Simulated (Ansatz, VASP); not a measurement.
# One calculation of Ta, two programs

Contents of INCAR:

```
PREC = Accurate ; ENCUT = 520
EDIFF = 1E-6 ; ISMEAR = -1
SIGMA = 0.1 ; LREAL = False
LASPH = True ; NELM = 80
ALGO = Normal ; ISIF = 2
LWAVE = False ; LCHARG = False
GGA = B5 ; ALDAX = 1.0
AGGAX = 1.0 ; AGGAC = 1.0
ALDAC = 0.0 ; NBANDS = 12
```

File KPOINTS:

```
Automatic mesh
0
Gamma
  13 13 13
```

File POSCAR:

```
Ta
1.0
    2.8504207047      0.0000000000      0.0000000000
    0.0000000000      2.8504207047      0.0000000000
    0.0000000000      0.0000000000      2.8504207047
Ta
1
Direct
    0.0000000000      0.0000000000      0.0000000000
```

Input for Ansatz:

```yaml
crystal:
  lattice:
    - [2.8504207047, 0.0, 0.0]
    - [0.0, 2.8504207047, 0.0]
    - [0.0, 0.0, 2.8504207047]
  atoms:
    - { symbol: Ta, position: [0.0, 0.0, 0.0] }
hamiltonian:
  xc: blyp
  pseudopotentials:
    kind: paw
    azcp:
      Ta: "pseudopotentials/Ta.paw.azcp"
basis:
  ecutwfc: 420
  fft_grid_basis: typed
kpoints:
  mp_grid: { grid: [13, 13, 13], shift: [0, 0, 0] }
magnetization:
  spin_polarized: false
scf:
  occupations: { method: fermi_dirac, width: 0.1 }
  lower_state_search: "off"
output:
  stress: true
  write_density: true
  write_potential: true
  elf: true
  volumetric_format: npy
```

Alike in both runs: task single point; functional BLYP; k mesh 13 × 13 × 13; occupations fermi-dirac, width 0.1 eV; no spin polarisation.

|  | VASP | Ansatz |
| --- | --- | --- |
| version | VASP 6.6.1 | Ansatz 0.2.0 |
| potentials or method | VASP PAW PBE potentials, release 64 (Ta_pv) | plane waves (420 eV) with PAW, scalar-relativistic |
| plane-wave cutoff (eV) | 520 | 420 |
| valence electrons in the cell | 11 | 13 |

Ansatz gave:

| Property | Result |
| --- | --- |
| pressure (GPa) | -8.5 |

Q: What did VASP give for the same quantities?

A: Pressure (GPa): -8.0.

The two sets of potentials don't hold the same shells in valence.

Caveats: the PAW data sets were made with another functional, which shifts forces and pressure a little (VASP). The runs have no spin-orbit coupling, so splittings on Ta are missing.
